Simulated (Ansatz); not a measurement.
Ti: rigid cleavage

These are results of Ansatz 0.2.0, DFT r2SCAN, scalar-relativistic, plane waves, PAW, not measurements. The runs took a 500 eV cutoff, a Γ-centred 23×23×5 mesh and Gaussian smearing (0.15 eV). No spin polarisation. Energies are free energies at this smearing, counted from the undisturbed cell; pressure is positive in compression.

Reference structure (relaxed at this level; this fcc form isn't the usual structure):

```
CELL_PARAMETERS angstrom
2.05515 -2.05515 0.00000
2.05515 0.00000 -2.05515
8.22061 8.22061 8.22061
ATOMIC_POSITIONS crystal
Ti 0.66667 0.66667 0.08332
Ti 0.00000 0.00000 0.91665
Ti 0.33333 0.33333 0.24998
Ti 0.66667 0.66667 0.58332
Ti 0.00000 0.00000 0.41665
Ti 0.33333 0.33333 0.74998
```

The cut lies on the cell's a–b face, a (1 1 1) plane (indices in the standard cell, whose axes needn't be the Cartesian ones shown) of area 7.32 Å², between layers 2.37 Å apart. Vector c is lengthened by d along the normal with the atoms' Cartesian places fixed: one unrelaxed cut a cell. The cell is metallic on the mesh throughout.

| d (Å) | energy (J/m²) |
| --- | --- |
| -0.30 | 0.38 |
| -0.15 | 0.08 |
| 0.00 | 0.00 |
| 0.25 | 0.16 |
| 0.50 | 0.55 |
| 0.75 | 1.06 |
| 1.00 | 1.60 |
| 1.50 | 2.58 |
| 2.00 | 3.27 |
| 3.00 | 3.95 |
| 4.50 | 4.21 |
| 6.00 | 4.25 |

(1) Predict the traction dE/dd (GPa) at each point.

## Answers

(1)
```tsv
d (Å)	traction dE/dd (GPa)
-0.30	-30.0
-0.15	-11.6
0.00	0.0
0.25	11.9
0.50	18.6
0.75	21.5
1.00	21.6
1.50	16.8
2.00	11.0
3.00	3.7
4.50	0.6
6.00	0.1
```

Cost: 12 runs of about 16 core-minutes in all, on Intel Xeon 6975P-C (Granite Rapids) (shared hosts).